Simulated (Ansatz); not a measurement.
A field-response calculation (clamped ions) of GaAs (started from an entry of an open crystallographic database) with Ansatz 0.2.0, at the level PBE. The cell was relaxed beforehand with r2SCAN.

```yaml
crystal:
  lattice:
    - [0.0, 2.8330831922, 2.8330831922]
    - [2.8330831922, 0.0, 2.8330831922]
    - [2.8330831922, 2.8330831922, 0.0]
  atoms:
    - { symbol: Ga, position: [0.0, 0.0, 0.0] }
    - { symbol: As, position: [0.25, 0.25, 0.25] }
kpoints:
  mp_grid: { grid: [6, 6, 6] }
hamiltonian:
  xc: pbe
scf:
  occupations: { method: fixed }
dielectric: {}
```

In the abridged output below, numbers in square brackets stand for lines, or ends of lines, that were taken out.
```
Functional definition: PBE
Crystal: 2 atoms, lattice volume = 45.479 Å³
[1]
Bands: 18, of which v1, the nominal top of the filled ones, is band 14 counted from 1 (13 counted from 0)
Symmetry: 24 space group operations
k-points: 46 of 216 (irreducible under 4 space group operations, time reversal used)
Free energy (F): -8639.819658 eV
Fermi energy:    8.101811 eV
--- Dielectric response (ions clamped): 3 representative field directions + reference, inside a basis on a mesh of 512 k-points ---
  ε∞ (high-frequency dielectric tensor):
[2]
  Born effective charges Z* (e; rows j = field, columns β = displacement):
    site 0:
         2.13084    0.00000    0.00000
         0.00000    2.13084    0.00000
         0.00000    0.00000    2.13084
    site 1:
        -2.13084    0.00000    0.00000
         0.00000   -2.13084    0.00000
         0.00000    0.00000   -2.13084
  ε∞ is read to err by 4.0e-2, Z* by 1.6e-2 e
```

Q: Fill in the blanks. They hold ε∞ (with the ionic part, where printed), cutoff and plane waves at Γ.

A:
```
[1]
Basis set: ecut = 420 eV, 893 PW (Γ)
[2]
       13.873014     0.000000     0.000000
        0.000000    13.873014     0.000000
        0.000000     0.000000    13.873014
```

Run as `ansatz run input.yaml --threads 2 --pin off --max-ram 2211MiB --backend cpu --events-out ev --progress --plain --runs-dir out`.

The values are computed, spin-unpolarised, and not measurements.
